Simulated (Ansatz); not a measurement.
Relaxation path: CdS

DFT, LDA, PAW with Ansatz's default frozen-core files, scalar-relativistic (Ansatz 0.2.0); a Γ-centred 9×9×9 k mesh, Fermi–Dirac smearing of 0.02 eV, no spin polarisation. The run relaxes cell and atoms at a target pressure of 0 GPa.

Command: `ansatz run input.yaml --threads 1 --pin off --max-ram 2048MiB --backend cpu --events-out ev --progress --plain --runs-dir out` It took 7 s on 1 thread of Arm Neoverse V1, with other jobs on the host, peak memory 0.3 GiB.

```yaml
crystal:
  lattice:
    - [0.0, 2.753244, 2.753244]
    - [2.753244, 0.0, 2.753244]
    - [2.753244, 2.753244, 0.0]
  atoms:
    - { symbol: Cd, position: [0.0, 0.0, 0.0] }
    - { symbol: S, position: [0.5, 0.5, 0.5] }
kpoints:
  mp_grid: { grid: [9, 9, 9] }
scf:
  occupations: { method: fermi_dirac, width: 0.02 }
hamiltonian:
  xc: lda
  pseudopotentials: { kind: paw }
output:
  forces: true
  stress: true
relax:
  f_tol: 0.005
  max_steps: 50
  cell: {}
```

Each step lists its free energy a cell above the last geometry, the pressure, the cell vectors (Å), and Cartesian positions (Å) with forces (eV/Å).

The first step:

```
step 1  dF = 86.87 meV  P = -6.87 GPa
  cell 0.0000 2.7532 2.7532  2.7532 0.0000 2.7532  2.7532 2.7532 0.0000
  Cd 0.0000 0.0000 0.0000   0.0000 0.0000 0.0000
  S 2.7532 2.7532 2.7532   0.0000 0.0000 0.0000
```

The PAW files were made under PBE.

Where does the relaxation end, and by which steps?

After 5 geometries, with conventional a, b, c = 5.340, 5.340, 5.340 Å, at 19.030 Å³/atom (-8.82 % against the start) in space group Fm-3m, with a shortest distance of 2.670 Å. The further steps:
```
step 2  dF = 36.91 meV  P = 6.00 GPa
  cell 0.0000 2.6198 2.6198  2.6198 0.0000 2.6198  2.6198 2.6198 0.0000
  Cd 0.0000 0.0000 0.0000   0.0000 0.0000 0.0000
  S 2.6198 2.6198 2.6198   0.0000 0.0000 0.0000
step 3  dF = 1.15 meV  P = -0.91 GPa
  cell 0.0000 2.6787 2.6787  2.6787 0.0000 2.6787  2.6787 2.6787 0.0000
  Cd 0.0000 0.0000 0.0000   0.0000 0.0000 0.0000
  S 2.6787 2.6787 2.6787   0.0000 0.0000 0.0000
step 4  dF = 0.02 meV  P = -0.09 GPa
  cell 0.0000 2.6707 2.6707  2.6707 0.0000 2.6707  2.6707 2.6707 0.0000
  Cd 0.0000 0.0000 0.0000   0.0000 0.0000 0.0000
  S 2.6707 2.6707 2.6707   0.0000 0.0000 0.0000
step 5  dF = 0.00 meV  P = 0.00 GPa
  cell 0.0000 2.6698 2.6698  2.6698 0.0000 2.6698  2.6698 2.6698 0.0000
  Cd 0.0000 0.0000 0.0000   0.0000 0.0000 0.0000
  S 2.6698 2.6698 2.6698   0.0000 0.0000 0.0000
step 6  dF = 0.57 meV  P = 0.00 GPa  (same geometry on a basis chosen anew; earlier energies don't compare to the last digit)
  cell 0.0000 2.6698 2.6698  2.6698 0.0000 2.6698  2.6698 2.6698 0.0000
  Cd 0.0000 0.0000 0.0000   0.0000 0.0000 0.0000
  S 2.6698 2.6698 2.6698   0.0000 0.0000 0.0000
```
